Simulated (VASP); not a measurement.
# MgAl2C2 (P-3m1): formation energy of the defect C_i (12-fold void)

Wanted: what the defect C_i (12-fold void) costs in MgAl2C2 (P-3m1) and how the lattice relaxes round it. The start is a computed cell from the Materials Project.

Method: PBEsol; plane waves and PAW (Mg, Al, C), in the first sound run; inputs show where later runs differ, in VASP 6.6.1.

## (1) The host crystal

The structure is trigonal, space group P-3m1 (No. 164). The conventional cell has a = 3.391 Å, b = 3.391 Å, c = 5.824 Å, α = 90.00°, β = 90.00°, γ = 120.00°. Mg has 6 C at 2.51 Å nearest. Nearest to Al lie 4 C at 2.01 to 2.21 Å. Nearest to C lie 4 Al at 2.01 to 2.21 Å and 3 Mg at 2.51 Å. Farther neighbours are not listed.

## (2) The host at zero pressure

First cell and atoms are relaxed at a raised cutoff, so that later runs start from this functional's own cell.

INCAR

```
SYSTEM = MgAl2C2
PREC = Accurate
ENCUT = 520
EDIFF = 1E-06
NELM = 120
ISMEAR = 0
SIGMA = 0.05
LREAL = .FALSE.
ALGO = Normal
GGA = PS
NBANDS = 14
LORBIT = 11
LWAVE = .FALSE.
LCHARG = .FALSE.
IBRION = 2
NSW = 40
ISIF = 3
EDIFFG = -0.02
POTIM = 0.4
```

POSCAR

```
MgAl2C2
1.0
    3.3906462000      0.0000000000      0.0000000000
   -1.6953231000      2.9363857000      0.0000000000
    0.0000000000      0.0000000000      5.8237160000
Mg Al C
1 2 2
Direct
    0.0000000000      0.0000000000      0.0000000000
    0.6666666700      0.3333333300      0.3500090000
    0.3333333300      0.6666666700      0.6499910000
    0.3333333300      0.6666666700      0.2700800000
    0.6666666700      0.3333333300      0.7299200000
```

KPOINTS

```
Automatic mesh
0
Gamma
6 6 3
0 0 0
```

Potentials, in the order of the species: Mg, Al and C (PBE family, release 64).

Run with:

```bash
$ export OMP_NUM_THREADS=8
$ mpirun -np 1 vasp_std
```

Log:

```text
[banner, memory and clock lines left out]
running    1 mpi-ranks, on    1 nodes
 distrk:  each k-point on    1 cores,    1 groups
 distr:  one band on    1 cores,    1 groups
 Offloading initialized ...    1 GPUs detected
 POSCAR found type information on POSCAR MgAlC
 POSCAR found :  3 types and       5 ions
|                                                                             |
|               ----> ADVICE to this user running VASP <----                  |
|                                                                             |
|     You enforced a specific xc type in the INCAR file but a different       |
|     [... a line on the potential file left out ...]
|     I HOPE YOU KNOW WHAT YOU ARE DOING!                                     |
|                                                                             |

 LDA part: xc-table for (Slater+PW92), standard interpolation
 POSCAR, INCAR and KPOINTS ok, starting setup
 FFT: planning ... GRIDC
 FFT: planning ... GRID_SOFT
 FFT: planning ... GRID
 WAVECAR not read
 entering main loop
       N       E                     dE             d eps       ncg     rms          rms(c)
DAV:   1     0.258921877738E+02    0.25892E+02   -0.68468E+03   492   0.982E+02
DAV:   2    -0.301122826086E+02   -0.56004E+02   -0.49418E+02   674   0.148E+02
DAV:   3    -0.336265288270E+02   -0.35142E+01   -0.34820E+01   626   0.367E+01
DAV:   4    -0.336702929143E+02   -0.43764E-01   -0.43752E-01   572   0.491E+00
DAV:   5    -0.336709376253E+02   -0.64471E-03   -0.64463E-03   620   0.606E-01    0.973E+00
DAV:   6    -0.296890765691E+02    0.39819E+01   -0.10481E+01   602   0.186E+01    0.310E+00
DAV:   7    -0.296368477371E+02    0.52229E-01   -0.10301E+00   626   0.581E+00    0.209E+00
DAV:   8    -0.295988961940E+02    0.37952E-01   -0.12608E-01   548   0.244E+00    0.523E-01
DAV:   9    -0.295912050347E+02    0.76912E-02   -0.31057E-02   614   0.103E+00    0.145E-01
DAV:  10    -0.295912423819E+02   -0.37347E-04   -0.11981E-03   602   0.248E-01    0.717E-02
DAV:  11    -0.295912287285E+02    0.13653E-04   -0.67530E-05   626   0.645E-02    0.342E-02
DAV:  12    -0.295912187258E+02    0.10003E-04   -0.68678E-05   626   0.481E-02    0.779E-03
DAV:  13    -0.295912181427E+02    0.58310E-06   -0.33559E-06   560   0.117E-02
   1 F= -.29591218E+02 E0= -.29591218E+02  d E =-.295912E+02
 curvature:   0.00 expect dE= 0.000E+00 dE for cont linesearch  0.000E+00
 trial: gam= 0.00000 g(F)=  0.110E-03 g(S)=  0.175E-01 ort = 0.000E+00 (trialstep = 0.100E+01)
 search vector abs. value=  0.176E-01
 bond charge predicted
       N       E                     dE             d eps       ncg     rms          rms(c)
DAV:   1    -0.296049238561E+02   -0.13705E-01   -0.19116E-01   536   0.339E+00    0.484E-01
DAV:   2    -0.295982237949E+02    0.67001E-02   -0.16484E-02   548   0.808E-01    0.174E-01
DAV:   3    -0.295979825892E+02    0.24121E-03   -0.18009E-03   638   0.272E-01    0.548E-02
DAV:   4    -0.295979093705E+02    0.73219E-04   -0.13000E-04   590   0.662E-02    0.235E-02
DAV:   5    -0.295978979716E+02    0.11399E-04   -0.26143E-05   590   0.308E-02    0.112E-02
DAV:   6    -0.295978979528E+02    0.18843E-07   -0.14790E-06   374   0.913E-03
   2 F= -.29597898E+02 E0= -.29597898E+02  d E =-.667981E-02
[...]
3 F= -.29598338E+02 E0= -.29598338E+02  d E =-.712007E-02
[...]
4 F= -.29598906E+02 E0= -.29598906E+02  d E =-.568136E-03
 trial-energy change:   -0.000568  1 .order   -0.000569   -0.000775   -0.000363
 step:   1.8083(harm=  1.8083)  dis= 0.00386  next Energy=   -29.599068 (dE=-0.730E-03)
 bond charge predicted
       N       E                     dE             d eps       ncg     rms          rms(c)
DAV:   1    -0.295992745779E+02   -0.36804E-03   -0.22394E-02   482   0.111E+00    0.621E-02
DAV:   2    -0.295991178996E+02    0.15668E-03   -0.41631E-04   632   0.137E-01    0.334E-02
DAV:   3    -0.295990702604E+02    0.47639E-04   -0.89726E-05   584   0.596E-02    0.106E-02
DAV:   4    -0.295990668552E+02    0.34052E-05   -0.12328E-05   608   0.236E-02    0.315E-03
DAV:   5    -0.295990667173E+02    0.13790E-06   -0.99586E-07   324   0.670E-03
   5 F= -.29599067E+02 E0= -.29599067E+02  d E =-.728504E-03
 curvature:  -0.94 expect dE=-0.430E-04 dE for cont linesearch -0.265E-09
 trial: gam= 0.05364 g(F)=  0.425E-04 g(S)=  0.297E-05 ort = 0.487E-06 (trialstep = 0.113E+01)
 search vector abs. value=  0.480E-04
 reached required accuracy - stopping structural energy minimisation
```

It took 21 s on 1 × NVIDIA H100 80GB HBM3, 81559 MiB with 1 MPI rank of AMD EPYC 7R13 (Zen 3), shared host; peak memory 1.7 GiB.

The logs omit lines about the potential files and the build; timing stands in the text.

OUTCAR, selected parts (step 2):

```text
ion  position               nearest neighbor table
   1  0.000  0.000  0.000-   4 2.51   5 2.51   4 2.51   5 2.51   5 2.51   4 2.51   2 2.83   3 2.83
                             3 2.83   2 2.83   3 2.83   2 2.83
   2  0.667  0.333  0.350-   4 2.01   4 2.01   4 2.01   5 2.21   3 2.62   3 2.62   3 2.62   1 2.83
                             1 2.83   1 2.83
   3  0.333  0.667  0.650-   5 2.01   5 2.01   5 2.01   4 2.21   2 2.62   2 2.62   2 2.62   1 2.83
                             1 2.83   1 2.83
   4  0.333  0.667  0.270-   2 2.01   2 2.01   2 2.01   3 2.21   1 2.51   1 2.51   1 2.51
   5  0.667  0.333  0.730-   3 2.01   3 2.01   3 2.01   2 2.21   1 2.51   1 2.51   1 2.51

  LATTYP: Found a hexagonal cell.
 ALAT       =     3.3906462000
 C/A-ratio  =     1.7175829197

 Subroutine GETGRP returns: Found 12 space group operations
 (whereof 12 operations were pure point group operations)

The static configuration has the point symmetry D_3d.

 Found     17 irreducible k-points:

   k-points           NKPTS =     17   k-points in BZ     NKDIM =     17   number of bands    NBANDS=     14

   dimension x,y,z NGX =    28 NGY =   28 NGZ =   48
   dimension x,y,z NGXF=    56 NGYF=   56 NGZF=   96

   ENCUT  =  520.0 eV  38.22 Ry    6.18 a.u.   6.30  6.30 10.83*2*pi/ulx,y,z

   NELECT =      16.0000    total number of electrons

 k-points in reciprocal lattice and weights: Automatic mesh
   0.00000000  0.00000000  0.00000000       0.009
   0.16666667  0.00000000  0.00000000       0.056
   0.33333333  0.00000000  0.00000000       0.056
   0.50000000  0.00000000  0.00000000       0.028
   0.16666667  0.16666667  0.00000000       0.056
   0.33333333  0.16666667  0.00000000       0.111
   0.33333333  0.33333333  0.00000000       0.019
   0.00000000  0.00000000  0.33333333       0.019
   0.16666667  0.00000000  0.33333333       0.056
[...]
-0.16666667  0.50000000  0.33333333       0.111
   0.33333333  0.33333333  0.33333333       0.037

 average (electrostatic) potential at core
       1 -33.9459       2 -72.1528       3 -72.1528       4 -46.4605       5 -46.4605

 E-fermi :   6.9847

 k-point     1 :       0.0000    0.0000    0.0000
  band No.  band energies     occupation
    ...
      4       5.6194      2.00000
      5       5.6194      2.00000
      6       6.4956      2.00000
      7       6.5199      2.00000
      8       6.5199      2.00000
      9      10.0844      0.00000
     10      11.2339      0.00000
     11      13.3255      0.00000
     12      13.3255      0.00000
     13      13.5214      0.00000
    ...

 k-point     2 :       0.1667    0.0000    0.0000
  band No.  band energies     occupation
    ...
      4       3.7713      2.00000
      5       5.0844      2.00000
      6       5.1114      2.00000
      7       6.3365      2.00000
      8       6.7007      2.00000
      9      10.9121      0.00000
     10      11.1053      0.00000
     11      12.5267      0.00000
     12      13.7549      0.00000
     13      13.8153      0.00000
    ...

 k-point     3 :       0.3333    0.0000    0.0000
  band No.  band energies     occupation
    ...
      4       1.7781      2.00000
      5       2.8825      2.00000
      6       4.4017      2.00000
      7       5.8524      2.00000
      8       5.8967      2.00000
      9       9.3200      0.00000
     10      11.2511      0.00000
     11      11.7608      0.00000
     12      13.6646      0.00000
     13      13.6967      0.00000
    ...

  Total       -0.0096529     -0.0096529      0.0140946      0.0000000      0.0000000      0.0000000
  in kB       -0.2715047     -0.2715047      0.3964361      0.0000000      0.0000000      0.0000000
  external PRESSURE =      -0.0488578 kB  Pullay stress =       0.0000000 kB

  energy-cutoff  :      520.00
  volume of cell :       56.96
      direct lattice vectors                 reciprocal lattice vectors
     3.376511051  0.000000000  0.000000000     0.296163698  0.170990193 -0.000000000
    -1.688255525  2.924144302  0.000000000    -0.000000000  0.341980387 -0.000000000
     0.000000000  0.000000000  5.769313971     0.000000000 -0.000000000  0.173330834

 POSITION                                       TOTAL-FORCE (eV/Angst)
 -----------------------------------------------------------------------------------
      0.00000      0.00000      0.00000         0.000000      0.000000     -0.000000
      1.68826      0.97471      2.02080         0.000000     -0.000000     -0.019064
     -0.00000      1.94943      3.74851        -0.000000      0.000000      0.019064
     -0.00000      1.94943      1.55532        -0.000000     -0.000000     -0.013692
      1.68826      0.97471      4.21400         0.000000      0.000000      0.013692
 -----------------------------------------------------------------------------------
    total drift:                               -0.000000     -0.000000      0.000000

  FREE ENERGIE OF THE ION-ELECTRON SYSTEM (eV)
  ---------------------------------------------------
  free  energy   TOTEN  =       -29.5990667173 eV

  energy  without entropy=      -29.5990667173  energy(sigma->0) =      -29.59906672

 reached required accuracy - stopping structural energy minimisation

 total charge
# of ion       s       p       d       tot
------------------------------------------
    1        0.147   0.150   0.048   0.345
    2        0.385   0.456   0.000   0.841
    3        0.385   0.456   0.000   0.841
    4        0.830   1.570   0.000   2.400
    5        0.830   1.570   0.000   2.400
--------------------------------------------------
tot          2.576   4.203   0.048   6.827

[... 3 further parts left out ...]
```

CONTCAR:

```
MgAl2C2
    1.000000000000000
     3.3765110505386753    0.0000000000000000    0.0000000000000000
    -1.6882555252693376    2.9241443020379254    0.0000000000000000
     0.0000000000000000    0.0000000000000000    5.7693139711662100
  Mg              Al              C
     1     2     2
Direct
     0.0000000000000000    0.0000000000000000    0.0000000000000000
     0.6666666699999979    0.3333333300000021    0.3502677161204653
     0.3333333300000021    0.6666666699999979    0.6497322838795347
     0.3333333300000021    0.6666666699999979    0.2695846397270020
     0.6666666699999979    0.3333333300000021    0.7304153602729979
```

The gap is read on the k-mesh alone, so it is an upper bound where the band edges lie off the mesh. The PAW data sets were made with PBE, which is usual practice but a small mismatch for other functionals. The run keeps the 12 symmetry operations of its start, so it cannot find a distortion of lower symmetry.

Step by step:

| step | energy less that of the first step (eV) | largest force (eV/Å) | pressure (GPa) | volume (Å³) |
| --- | --- | --- | --- | --- |
| 1 | 0.0000 | 0.0326 | -2.40 | 57.98 |
| 2 | -0.0067 | 0.0796 | 0.64 | 56.82 |
| 3 | -0.0071 | 0.0568 | 0.00 | 57.05 |
| 4 | -0.0077 | 0.0339 | 0.00 | 57.01 |
| 5 | -0.0078 | 0.0191 | 0.00 | 56.96 |

| conventional cell, symmetrised | before | after | change |
| --- | --- | --- | --- |
| a (Å) | 3.391 | 3.377 | -0.4 % |
| b (Å) | 3.391 | 3.377 | -0.4 % |
| c (Å) | 5.824 | 5.769 | -0.9 % |
| volume (Å³/atom) | 11.60 | 11.39 | -1.8 % |

Final coordinates:

```xyz
5
Lattice="3.3765 0.0000 0.0000 -1.6883 2.9241 0.0000 0.0000 0.0000 5.7693" Properties=species:S:1:pos:R:3 pbc="T T T"
Mg    0.0000    0.0000    0.0000
Al    1.6883    0.9747    2.0208
Al    0.0000    1.9494    3.7485
C     0.0000    1.9494    1.5553
C     1.6883    0.9747    4.2140
```

A gap read on the k-mesh alone can miss the band edges.

Numbers from this step:

| Quantity | Value |
| --- | --- |
| electronic cycles | 35 |
| electrons | 16 |
| free energy (TOTEN) | -29.60 eV |
| Fermi energy | 6.985 eV |
| labelled metallic, from the levels on this mesh | no |
| gap on the k-mesh | 1.724 eV |
| least direct gap on the k-mesh | 2.970 eV |

The run ended after 5 ionic steps, 0.008 eV below its first step, once forces and stress met EDIFFG = -0.02.

(Continued in part 2 of 9.)

[Lines on the potential files, build, host, timing and source positions are cut from VASP's logs without a mark.]

[Logs are printed without paths, hosts, clocks, repeated set-up lines and the standing remarks that a program may print on its own settings, such as how far it seeks lower states.]

[Hosts, paths, dates, database ids (printed as entryN), source tags and the programs' standing remarks are cut or masked in the printed files.]

[In band tables of VASP the shares of atoms and orbitals are scaled to a sum of 1 inside the atoms' spheres.]

[Runs that stopped without an error message from VASP are left out.]
